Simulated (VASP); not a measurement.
A run of VASP 6.6.1:

Contents of INCAR:

```
SYSTEM = Sb
ALGO = Normal ; EDIFF = 1E-7
EDIFFG = -0.005 ; ENCUT = 520
GGA = PE ; IBRION = 2
ISIF = 3 ; ISMEAR = 0
LASPH = .TRUE. ; LCHARG = .FALSE.
LREAL = .FALSE. ; LWAVE = .FALSE.
NELM = 120 ; NSW = 60
POTIM = 0.3 ; PREC = Accurate
SIGMA = 0.1
```

File KPOINTS:

```
k-points
0
G
  18 18 18
  0 0 0
```

The input POSCAR:

```
Sb                                      
1.0
   -1.8923171733      1.8923171733      1.8923171733
    1.8923171733     -1.8923171733      1.8923171733
    1.8923171733      1.8923171733     -1.8923171733
  Sb            
     1
Direct
     0.0000000000000000    0.0000000000000000    0.0000000000000000
```

Potentials or basis: VASP PAW PBE potentials, release 64 (Sb).

The run is started by

```bash
$ cat potpaw_PBE.64/Sb/POTCAR > POTCAR
$ mpirun -np 1 vasp_std > vasp.out
```

Hardware: 1 thread of Intel(R) Xeon(R) 6975P-C (Granite Rapids), on a shared host.

Task: How long does it take, and how much memory?

Result: Run time: 11 s on 1 thread of Intel(R) Xeon(R) 6975P-C (Granite Rapids) (shared host), peak memory 0.15 GiB. Counts: scf iterations 16, k points 195, ion steps 2.
